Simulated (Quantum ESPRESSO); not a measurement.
# SrO (Fm-3m) in Quantum ESPRESSO: notebook

One crystal, SrO, is run at these levels: LDA; tasks: phonons.

Everything below comes from runs of Quantum ESPRESSO 7.5. Logs are shortened: lines on timing, memory, paths and dates and some standing lists are left out, and cuts for length are marked.

## (1) Starting point

Symmetry: Fm-3m, No. 225, cubic system. The conventional cell has a = 5.133 Å, b = 5.133 Å, c = 5.133 Å, α = 90.00°, β = 90.00°, γ = 90.00°. Sr (site symmetry m-3m) has 6 O at 2.57 Å as nearest neighbours. O (site symmetry m-3m) has 6 Sr at 2.57 Å as nearest neighbours.

## (2) Phonons, LDA

pw.in reads:

```
&CONTROL
  calculation = 'scf'
  prefix = 'pwscf'
  outdir = './tmp'
  pseudo_dir = './pseudo'
  tprnfor = .true.
  tstress = .true.
  disk_io = 'low'
/
&SYSTEM
  ibrav = 0
  nat = 2
  ntyp = 2
  ecutwfc = 45
  ecutrho = 360
  nbnd = 14
  occupations = 'smearing'
  smearing = 'fd'
  degauss = 0.00367493
/
&ELECTRONS
  conv_thr = 4d-10
  electron_maxstep = 120
  mixing_beta = 0.5
/
ATOMIC_SPECIES
Sr    87.6200 sr_lda_v1.uspp.F.UPF
O     15.9990 o_lda_v1.2.uspp.F.UPF
CELL_PARAMETERS angstrom
   0.0000000000    2.5663000000    2.5663000000
   2.5663000000    0.0000000000    2.5663000000
   2.5663000000    2.5663000000    0.0000000000
ATOMIC_POSITIONS angstrom
Sr     2.5663000000    2.5663000000    2.5663000000
O      0.0000000000    0.0000000000    0.0000000000
K_POINTS automatic
6 6 6 1 1 1
```

relax.in reads:

```
&CONTROL
  calculation = 'vc-relax'
  prefix = 'pwscf'
  outdir = './tmp'
  pseudo_dir = './pseudo'
  tprnfor = .true.
  tstress = .true.
  disk_io = 'low'
  nstep = 40
  forc_conv_thr = 0.0001
  etot_conv_thr = 1d-06
/
&SYSTEM
  ibrav = 0
  nat = 2
  ntyp = 2
  ecutwfc = 45
  ecutrho = 360
  nbnd = 14
  occupations = 'smearing'
  smearing = 'fd'
  degauss = 0.00367493
/
&ELECTRONS
  conv_thr = 4d-10
  electron_maxstep = 120
  mixing_beta = 0.5
/
&IONS
  ion_dynamics = 'bfgs'
/
&CELL
  cell_dynamics = 'bfgs'
  press = 0
  press_conv_thr = 0.2
/
ATOMIC_SPECIES
Sr    87.6200 sr_lda_v1.uspp.F.UPF
O     15.9990 o_lda_v1.2.uspp.F.UPF
CELL_PARAMETERS angstrom
   0.0000000000    2.5663000000    2.5663000000
   2.5663000000    0.0000000000    2.5663000000
   2.5663000000    2.5663000000    0.0000000000
ATOMIC_POSITIONS angstrom
Sr     2.5663000000    2.5663000000    2.5663000000
O      0.0000000000    0.0000000000    0.0000000000
K_POINTS automatic
6 6 6 1 1 1
```

scf2.in reads:

```
&CONTROL
  calculation = 'scf'
  prefix = 'pwscf'
  outdir = './tmp'
  pseudo_dir = './pseudo'
  tprnfor = .true.
  tstress = .true.
  disk_io = 'low'
/
&SYSTEM
  ibrav = 0
  nat = 2
  ntyp = 2
  ecutwfc = 45
  ecutrho = 360
  nbnd = 14
  occupations = 'fixed'
/
&ELECTRONS
  conv_thr = 1d-13
  electron_maxstep = 120
  mixing_beta = 0.5
  startingpot = 'file'
  startingwfc = 'file'
/
ATOMIC_SPECIES
Sr    87.6200 sr_lda_v1.uspp.F.UPF
O     15.9990 o_lda_v1.2.uspp.F.UPF
CELL_PARAMETERS angstrom
   0.0000000000    2.5327851466    2.5327851466
   2.5327851466    0.0000000000    2.5327851466
   2.5327851466    2.5327851466    0.0000000000
ATOMIC_POSITIONS angstrom
Sr     2.5327851466    2.5327851466    2.5327851466
O      0.0000000000    0.0000000000    0.0000000000
K_POINTS automatic
6 6 6 1 1 1
```

ph.in reads:

```
phonons of SrO
&INPUTPH
  prefix = 'pwscf'
  outdir = './tmp'
  tr2_ph = 1d-18
  fildyn = 'dyn'
  niter_ph = 90
  alpha_mix(1) = 0.7
  epsil = .true.
/
0.0000000000 0.0000000000 0.0000000000
```

dynmat.in reads:

```
&INPUT
  fildyn = 'dyn'
  asr = 'crystal'
  lperm = .true.
  filout = 'dynmat.disp'
  fileig = 'dynmat.eig'
/
```

dynmat_lo.in reads:

```
&INPUT
  fildyn = 'dyn'
  asr = 'crystal'
  filout = 'dynmat_lo.disp'
  fileig = 'dynmat_lo.eig'
  q(1) = 0
  q(2) = 0
  q(3) = 1
/
```

Potentials or basis: GBRV 1.5 LDA.

Run with:

```
$ OMP_NUM_THREADS=1 mpirun -n 4 pw.x -nk 4 -in pw.in > pw.out
$ OMP_NUM_THREADS=1 mpirun -n 4 pw.x -nk 4 -in relax.in > relax.out
$ OMP_NUM_THREADS=1 mpirun -n 4 pw.x -nk 4 -in scf2.in > scf2.out
$ OMP_NUM_THREADS=1 mpirun -n 4 ph.x -nk 4 -in ph.in > ph.out
$ OMP_NUM_THREADS=1 mpirun -n 1 dynmat.x -in dynmat.in > dynmat.out
$ OMP_NUM_THREADS=1 mpirun -n 1 dynmat.x -in dynmat_lo.in > dynmat_lo.out
```

pw.out:

```text
This program is part of the open-source Quantum ESPRESSO suite
     for quantum simulation of materials; please cite
[... 6 lines left out ...]
     using ibrav=0 with symmetry is DISCOURAGED, use correct ibrav instead

     K-points division:     npool     =       4
     Subspace diagonalization in iterative solution of the eigenvalue problem:
     a serial algorithm will be used

     G-vector sticks info
     --------------------
     sticks:   dense  smooth     PW     G-vecs:    dense   smooth      PW
     Sum        1159     583    187                26301     9377    1687

     Using Slab Decomposition

     bravais-lattice index     =            0
     lattice parameter (alat)  =       6.8584  a.u.
     unit-cell volume          =     228.1124 (a.u.)^3
     number of atoms/cell      =            2
     number of atomic types    =            2
     number of electrons       =        16.00
     number of Kohn-Sham states=           14
     kinetic-energy cutoff     =      45.0000  Ry
     charge density cutoff     =     360.0000  Ry
     scf convergence threshold =      4.0E-10
     mixing beta               =       0.5000
     number of iterations used =            8  plain     mixing
     Exchange-correlation= SLA  PZ   NOGX NOGC
                           (   1   1   0   0   0   0   0)

     celldm(1)=   6.858376  celldm(2)=   0.000000  celldm(3)=   0.000000
     celldm(4)=   0.000000  celldm(5)=   0.000000  celldm(6)=   0.000000

     crystal axes: (cart. coord. in units of alat)
               a(1) = (   0.000000   0.707107   0.707107 )
               a(2) = (   0.707107   0.000000   0.707107 )
               a(3) = (   0.707107   0.707107   0.000000 )

     reciprocal axes: (cart. coord. in units 2 pi/alat)
               b(1) = ( -0.707107  0.707107  0.707107 )
               b(2) = (  0.707107 -0.707107  0.707107 )
               b(3) = (  0.707107  0.707107 -0.707107 )

     PseudoPot. # 1 for Sr read from file:
     sr_lda_v1.uspp.F.UPF
     Pseudo is Ultrasoft + core correction, Zval = 10.0
     Generated by new atomic code, or converted to UPF format
     Using radial grid of  883 points,  6 beta functions with:
                l(1) =   0
                l(2) =   0
                l(3) =   1
                l(4) =   1
                l(5) =   2
                l(6) =   2
     Q(r) pseudized with  6 coefficients,  rinner =    1.400   1.400   1.400
                                                       1.400   1.400

     PseudoPot. # 2 for O  read from file:
     o_lda_v1.2.uspp.F.UPF
     Pseudo is Ultrasoft + core correction, Zval =  6.0
     Generated by new atomic code, or converted to UPF format
     Using radial grid of  737 points,  5 beta functions with:
                l(1) =   0
                l(2) =   0
                l(3) =   1
                l(4) =   1
                l(5) =   2
     Q(r) pseudized with  8 coefficients,  rinner =    0.900   0.900   0.900
                                                       0.900   0.900

     atomic species   valence    mass     pseudopotential
     Sr               10.00    87.62000     Sr( 1.00)
     O                 6.00    15.99900     O ( 1.00)

     48 Sym. Ops., with inversion, found

   Cartesian axes

     site n.     atom                  positions (alat units)
         1        Sr     tau(   1) = (   0.7071068   0.7071068   0.7071068  )
         2        O      tau(   2) = (   0.0000000   0.0000000   0.0000000  )

     number of k points=    28  Fermi-Dirac smearing, width (Ry)=  0.0037
                       cart. coord. in units 2pi/alat
        k(    1) = (   0.0589256   0.0589256   0.0589256), wk =   0.0185185
        k(    2) = (   0.1767767   0.1767767  -0.0589256), wk =   0.0555556
        k(    3) = (   0.2946278   0.2946278  -0.1767767), wk =   0.0555556
        k(    4) = (  -0.2946278  -0.2946278   0.4124790), wk =   0.0555556
        k(    5) = (  -0.1767767  -0.1767767   0.2946278), wk =   0.0555556
        k(    6) = (  -0.0589256  -0.0589256   0.1767767), wk =   0.0555556
[... 20 lines left out ...]
        k(   27) = (   0.2946278   0.2946278   0.2946278), wk =   0.0185185
        k(   28) = (  -0.2946278  -0.2946278   0.8838835), wk =   0.0555556

     Dense  grid:    26301 G-vectors     FFT dimensions: (  45,  45,  45)

     Smooth grid:     9377 G-vectors     FFT dimensions: (  30,  30,  30)

     Check: negative core charge=   -0.000002

     Initial potential from superposition of free atoms

     starting charge      15.9730, renormalised to      16.0000

     negative rho (up, down):  6.225E-02 0.000E+00
     Starting wfcs are   17 randomized atomic wfcs

     Self-consistent Calculation

     iteration #  1     ecut=    45.00 Ry     beta= 0.50
     Davidson diagonalization with overlap
     ethr =  1.00E-02,  avg # of iterations =  2.3

     negative rho (up, down):  6.278E-02 0.000E+00

     total energy              =    -102.49130745 Ry
     estimated scf accuracy    <       0.73608864 Ry

     iteration #  2     ecut=    45.00 Ry     beta= 0.50
     Davidson diagonalization with overlap
     ethr =  4.60E-03,  avg # of iterations =  2.0

     negative rho (up, down):  6.349E-02 0.000E+00

     total energy              =    -102.65653314 Ry
     estimated scf accuracy    <       0.63227384 Ry

     iteration #  3     ecut=    45.00 Ry     beta= 0.50
     Davidson diagonalization with overlap
     ethr =  3.95E-03,  avg # of iterations =  1.9

     negative rho (up, down):  6.597E-02 0.000E+00

     total energy              =    -102.77085827 Ry
     estimated scf accuracy    <       0.01334816 Ry

     iteration #  4     ecut=    45.00 Ry     beta= 0.50
     Davidson diagonalization with overlap
     ethr =  8.34E-05,  avg # of iterations =  2.7
[... 46 lines left out ...]
     negative rho (up, down):  6.500E-02 0.000E+00

     total energy              =    -102.77398518 Ry
     estimated scf accuracy    <       0.00000009 Ry

     iteration # 10     ecut=    45.00 Ry     beta= 0.50
     Davidson diagonalization with overlap
     ethr =  5.77E-10,  avg # of iterations =  2.0

     negative rho (up, down):  6.500E-02 0.000E+00

     total energy              =    -102.77398519 Ry
     estimated scf accuracy    <       0.00000026 Ry

     iteration # 11     ecut=    45.00 Ry     beta= 0.50
     Davidson diagonalization with overlap
     ethr =  5.77E-10,  avg # of iterations =  2.0

     negative rho (up, down):  6.500E-02 0.000E+00

     End of self-consistent calculation

          k = 0.0589 0.0589 0.0589 (  1191 PWs)   bands (ev):

   -24.3675  -7.2384  -6.0342  -6.0342  -5.8372   7.4622   7.5995   7.5995
    11.8909  13.7820  14.0159  14.0159  16.3103  16.3103

          k = 0.1768 0.1768-0.0589 (  1168 PWs)   bands (ev):

   -24.3224  -7.8225  -6.1332  -6.0356  -5.3334   6.6193   7.1158   7.4520
    13.1583  13.4514  14.5001  15.0881  16.9777  17.3838

          k = 0.2946 0.2946-0.1768 (  1159 PWs)   bands (ev):

   -24.2520  -8.4264  -6.1877  -6.0865  -4.9129   5.8090   6.6589   6.8957
    13.8314  14.9579  15.8141  16.4135  18.7243  18.8585

          k =-0.2946-0.2946 0.4125 (  1166 PWs)   bands (ev):

   -24.2271  -8.6009  -6.1685  -6.1356  -4.8166   5.5953   6.6038   6.6205
    14.1481  15.3895  16.6940  16.9548  19.6583  19.7255

          k =-0.1768-0.1768 0.2946 (  1163 PWs)   bands (ev):

   -24.2735  -8.2497  -6.1347  -6.1078  -5.0461   6.0497   6.8617   7.0245
    13.4479  14.4121  15.6591  15.9006  17.9473  18.3865

          k =-0.0589-0.0589 0.1768 (  1173 PWs)   bands (ev):

   -24.3434  -7.5650  -6.0842  -6.0690  -5.5312   6.8695   7.4933   7.5430
    12.5406  13.2719  14.5268  14.5984  16.5002  17.0138

          k = 0.2946 0.0589 0.0589 (  1163 PWs)   bands (ev):

   -24.3020  -7.8397  -6.1701  -6.1602  -5.3538   6.3663   7.4346   7.4895
    12.5076  13.3394  15.5507  15.6146  16.8632  17.9196

          k = 0.4125 0.1768-0.0589 (  1167 PWs)   bands (ev):

   -24.2449  -8.1066  -6.3399  -6.2106  -5.2914   6.2552   6.9901   7.3486
    12.4567  14.5703  16.5582  16.6708  18.0678  18.8554

          k =-0.1768-0.4125 0.5303 (  1158 PWs)   bands (ev):

   -24.2079  -8.3038  -6.4556  -6.2656  -5.1491   6.1399   6.8503   6.9321
    13.6055  14.6942  17.0288  17.2797  19.3528  20.4797

          k =-0.0589-0.2946 0.4125 (  1159 PWs)   bands (ev):

   -24.2288  -8.2686  -6.4560  -6.1641  -5.0833   6.0400   6.7074   7.2295
    13.4482  14.6738  16.4109  16.5533  18.9498  19.7951

          k = 0.0589-0.1768 0.2946 (  1161 PWs)   bands (ev):

   -24.2862  -8.0525  -6.2274  -6.0859  -5.1810   6.2293   6.9842   7.3754
    13.0258  13.8836  15.3394  15.9163  17.4771  18.1802

          k = 0.5303 0.0589 0.0589 (  1167 PWs)   bands (ev):

   -24.2135  -7.7557  -6.4512  -6.3525  -5.9272   6.7978   7.4554   7.5139
    11.3337  15.0028  17.4204  17.6671  18.1433  18.7813

          k =-0.0589-0.5303 0.6482 (  1163 PWs)   bands (ev):

   -24.1893  -7.6431  -6.8612  -6.4596  -5.7429   6.9940   7.2218   7.3902
    11.7954  15.7694  16.3144  18.4464  18.7261  20.5376

          k = 0.0589-0.4125 0.5303 (  1164 PWs)   bands (ev):

   -24.1966  -8.0933  -6.7034  -6.3221  -5.2847   6.3457   6.9431   7.1860
    13.4588  14.4805  16.7531  17.6103  19.1861  20.3320

          k = 0.1768-0.2946 0.4125 (  1160 PWs)   bands (ev):

   -24.2280  -8.4506  -6.2822  -6.1548  -4.9620   5.8440   6.6554   6.8797
    13.8051  14.9505  16.6028  16.9066  19.2252  19.6198

          k =-0.6482 0.0589 0.0589 (  1160 PWs)   bands (ev):

   -24.1900  -7.3809  -6.8406  -6.4007  -6.1895   7.2219   7.4814   7.5465
    11.0812  15.6088  17.2806  18.0623  18.7579  19.5070

          k =-0.5303 0.1768-0.0589 (  1166 PWs)   bands (ev):

   -24.2095  -7.9479  -6.5041  -6.3880  -5.5659   6.6679   7.0665   7.3660
    12.0229  15.2098  16.7253  17.7942  18.4438  19.7343

          k =-0.4125 0.0589 0.0589 (  1161 PWs)   bands (ev):

   -24.2544  -7.9161  -6.2800  -6.2683  -5.5188   6.3755   7.4254   7.4821
    11.8237  14.1721  16.7500  16.8041  17.3802  18.3994

          k = 0.1768 0.1768 0.1768 (  1176 PWs)   bands (ev):

   -24.3044  -8.0459  -6.0718  -6.0718  -5.1797   6.3750   7.0671   7.0671
    13.6123  13.8129  15.0304  15.0304  17.5649  17.5649

          k = 0.2946 0.2946 0.0589 (  1164 PWs)   bands (ev):

   -24.2592  -8.2419  -6.3336  -6.0744  -5.0263   6.0031   6.7061   7.2735
    13.5422  14.4245  15.4201  16.3017  18.5180  18.6615

          k =-0.2946-0.2946 0.6482 (  1158 PWs)   bands (ev):

   -24.2111  -8.2707  -6.5904  -6.1754  -5.1044   6.0552   6.7193   7.1789
    14.1164  14.3246  16.6448  16.7286  19.2602  20.6710

          k =-0.1768-0.1768 0.5303 (  1168 PWs)   bands (ev):

   -24.2087  -8.1443  -6.5046  -6.2710  -5.3729   6.4565   6.9569   7.0765
    12.6215  15.2474  16.9057  17.4419  18.9305  20.0053

          k = 0.4125 0.1768 0.1768 (  1165 PWs)   bands (ev):

   -24.2385  -8.2921  -6.2491  -6.2076  -5.1327   6.0870   6.8412   7.0301
    13.0021  14.8774  16.6432  16.7820  18.5181  19.0180

          k =-0.1768-0.4125 0.7660 (  1160 PWs)   bands (ev):

   -24.2031  -8.1045  -6.5679  -6.3939  -5.2764   6.3541   6.9032   7.2372
    13.1698  14.6045  16.6183  17.6857  19.0423  20.6045

          k =-0.0589-0.2946 0.6482 (  1165 PWs)   bands (ev):

   -24.1885  -7.8451  -6.7566  -6.5918  -5.4031   6.5632   7.2018   7.2574
    12.9957  14.4464  16.4682  18.6038  19.1043  20.3460

          k =-0.7660 0.1768 0.1768 (  1149 PWs)   bands (ev):

   -24.1917  -7.9002  -6.8184  -6.3076  -5.5430   6.7034   7.1199   7.1966
    12.4146  15.4945  16.5900  17.8711  18.8637  20.4263

          k = 0.2946 0.2946 0.2946 (  1167 PWs)   bands (ev):

   -24.2400  -8.5874  -6.1085  -6.1085  -4.7889   5.5737   6.6154   6.6154
    14.0842  15.6535  16.3507  16.3507  19.2830  19.2830

          k =-0.2946-0.2946 0.8839 (  1163 PWs)   bands (ev):

   -24.2168  -8.4575  -6.3625  -6.1605  -4.9779   5.8580   6.6707   6.8479
    14.1180  14.7767  16.7368  17.1315  19.4864  20.2754

     the Fermi energy is     9.6614 ev

!    total energy              =    -102.77398523 Ry
     estimated scf accuracy    <          1.3E-10 Ry
     smearing contrib. (-TS)   =      -0.00000000 Ry
     internal energy E=F+TS    =    -102.77398523 Ry

     The total energy is F=E-TS. E is the sum of the following terms:
     one-electron contribution =     -16.03106996 Ry
     hartree contribution      =      16.58207757 Ry
     xc contribution           =     -25.55481156 Ry
     ewald contribution        =     -77.77018127 Ry

     convergence has been achieved in  11 iterations

     negative rho (up, down):  6.500E-02 0.000E+00

     Forces acting on atoms (cartesian axes, Ry/au):

     atom    1 type  1   force =    -0.00000000    0.00000000    0.00000000
     atom    2 type  2   force =     0.00000000   -0.00000000    0.00000000

     Total force =     0.000000     Total SCF correction =     0.000000

     Computing stress (Cartesian axis) and pressure

     negative rho (up, down):  6.500E-02 0.000E+00
          total   stress  (Ry/bohr**3)                   (kbar)     P=      -37.65
  -0.00025593  -0.00000000  -0.00000000          -37.65       -0.00       -0.00
  -0.00000000  -0.00025593  -0.00000000           -0.00      -37.65       -0.00
  -0.00000000  -0.00000000  -0.00025593           -0.00       -0.00      -37.65

=------------------------------------------------------------------------------=
   JOB DONE.
=------------------------------------------------------------------------------=
```

Wall time 66 s (4 MPI ranks of Arm Neoverse V2, shared host); peak memory 0.4 GiB.

Results:

| Item | Value |
| --- | --- |
| Free energy | -1398.3264 eV |
| Relaxed volume | 16.25 Å³/atom |
| Relaxed cell | a = 3.582 Å, b = 3.582 Å, c = 3.582 Å, α = 60.00°, β = 60.00°, γ = 60.00° |
| Space group after relaxing (to 0.05 Å) | Fm-3m (No. 225) |
| Pressure after relaxing | 0.0 GPa |
| Electronic dielectric tensor (diagonal) | 3.87 |
| Born charges (mean of the diagonal) | Sr +2.47; O -2.47 e |
| Highest phonon frequency at Γ, LO-TO splitting left out | 217 cm⁻¹ |
| Static dielectric tensor (diagonal) | 18.37 |

The path:
```
step  energy change (eV)  largest force (eV/Å)  pressure (GPa)  volume (Å³)
   1              0.0000                0.0000           -3.76        33.80
   2             -0.0117                0.0000           -2.01        33.16
   3             -0.0157                0.0000            0.16        32.45
   4             -0.0157                0.0000           -0.01        32.50
   5             -0.0157                0.0000            0.00        32.50
```

Final structure:
```cif
data_structure
_symmetry_space_group_name_H-M 'P 1'
_symmetry_Int_Tables_number 1
_cell_length_a 3.5819
_cell_length_b 3.5819
_cell_length_c 3.5819
_cell_angle_alpha 60.000
_cell_angle_beta 60.000
_cell_angle_gamma 60.000
_cell_volume 32.50
loop_
_atom_site_label
_atom_site_type_symbol
_atom_site_fract_x
_atom_site_fract_y
_atom_site_fract_z
_atom_site_occupancy
Sr1 Sr 0.50000 0.50000 0.50000 1
O1 O 0.00000 0.00000 0.00000 1
```

Levels at points of the mesh, in eV from the valence-band top:
```tsv
k point	band 5	band 6	band 7	band 8	band 9	band 10	band 11	band 12
(0.08, 0.08, 0.08)	-13.26	-0.13	0.00	0.00	4.59	6.27	6.51	6.51
```

Phonon frequencies in cm⁻¹ (negative: imaginary):
```csv
q point,frequencies
"(0.000, 0.000, 0.000)",-10 -10 -10 217 217 217
```

Electronic dielectric tensor:
```
3.87 0.00 0.00
0.00 3.87 0.00
0.00 0.00 3.87
```

Born effective charge tensors (e):
atom 1, Sr
```
2.47 0.00 0.00
0.00 2.47 0.00
0.00 0.00 2.47
```
atom 2, O
```
-2.47  0.00  0.00
 0.00 -2.47  0.00
 0.00  0.00 -2.47
```

Optical modes at Γ, degenerate ones joined, polar ones without the macroscopic field:
```tsv
cm⁻¹	components	symmetry	active in	IR intensity, summed ((D/Å)²/amu)
217	3	T1u	IR	31.31
```

Zone-centre frequencies without and with the macroscopic field along z (cm⁻¹):
```csv
,optical modes in rising order
without,217 217 217
with the field,217 217 474
```

Static dielectric tensor, electrons and zone-centre modes:
```
18.37  0.00  0.00
 0.00 18.37  0.00
 0.00  0.00 18.37
```

[end of part 1 of 2]
